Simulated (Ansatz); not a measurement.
SiO₂, space group P4_2/mnm, a comparison of functionals at one structure

Computed with Ansatz 0.2.0, Python API.

Script `sio2_xc.py`:
```python
# -*- coding: utf-8 -*-
"""One structure of SiO2 under several functionals."""

import argparse

import ansatz as az
from ase import Atoms

parser = argparse.ArgumentParser(description="One structure of SiO2 under several functionals.")
parser.add_argument("--ecut", type=float, required=True, help="plane-wave cutoff (eV)")
parser.add_argument("--k-spacing", type=float, default=0.36, help="k-point sampling")
parser.add_argument("--occupations", default="fermi_dirac", help="how the bands are filled")
args = parser.parse_args()

atoms = Atoms(
    ["Si", "Si", "O", "O", "O", "O"],
    scaled_positions=[
        (0.0, 0.0, 0.0),
        (0.5, 0.5, 0.5),
        (0.3059, 0.3059, 0.0),
        (0.1941, 0.8059, 0.5),
        (0.6941, 0.6941, 0.0),
        (0.8059, 0.1941, 0.5),
    ],
    cell=[
        (4.1773, 0.0, 0.0),
        (0.0, 4.1773, 0.0),
        (0.0, 0.0, 2.6652),
    ],
    pbc=True,
)
xtal = az.Crystal.from_ase(atoms)

model = xtal.calculation()
model = model.basis(args.ecut, density_ratio=8).kpoints(spacing=args.k_spacing)
model = model.occupations(args.occupations)
model = model.mixing("anderson").scf(algorithm="direct_min")
model = model.stress()

rows = []
for value in ["r2scan", "pbe", "pbesol"]:
    r = model.functional(value).run().report
    rows.append((value, r["free_energy_ev"] / len(r["lattice"]["sites"]), r["n_iterations"], sum(r["stress_gpa"][i][i] for i in range(3)) / 3, r["n_kpoints"]))

print("  functional   F/atom (eV)    iterations       P (GPa)      k-points")
for row in rows:
    print(f"{str(row[0]):>12s}  {row[1]:12.5f}  {row[2]:12d}  {row[3]:12.3f}  {row[4]:12d}")
```

Output of `python sio2_xc.py --ecut 260.0`:
```text
DeckWarning: basis.ecutwfc = 260 eV is below the records' recommended 500 eV, and the density's cutoff is lower with it unless basis.ecutrho_ratio is high enough to keep the records' density cutoff: compare with a run at a higher cutoff
DeckWarning: basis.ecutwfc = 260 eV is below the records' recommended 420 eV, and the density's cutoff is lower with it unless basis.ecutrho_ratio is high enough to keep the records' density cutoff: compare with a run at a higher cutoff
  functional   F/atom (eV)    iterations       P (GPa)      k-points
      r2scan    -592.35265             6         7.727            24
         pbe    -590.25560             5        15.650            24
      pbesol    -581.22029             5         9.113            24
```
(Warnings from the package without file and line.)

Notes:
- The cutoff lies under the one recommended for these potentials.
- Under the recommended cutoff a pressure can be off by several GPa, even in sign.
- This is a high-temperature or high-pressure form, not the ambient phase.
- Pressure is positive in compression.
- The structure is a deposited one; some such entries were measured under pressure or heat, so a shift against it needn't be the functional's error alone.
- Total energies of different functionals can't be compared; pressures, moments and gaps at this one structure can.
- By the engine's processor time: 7 s on 1 thread of Intel(R) Xeon(R) Processor @ 2.30GHz (shared host), peak memory 0.57 GiB.
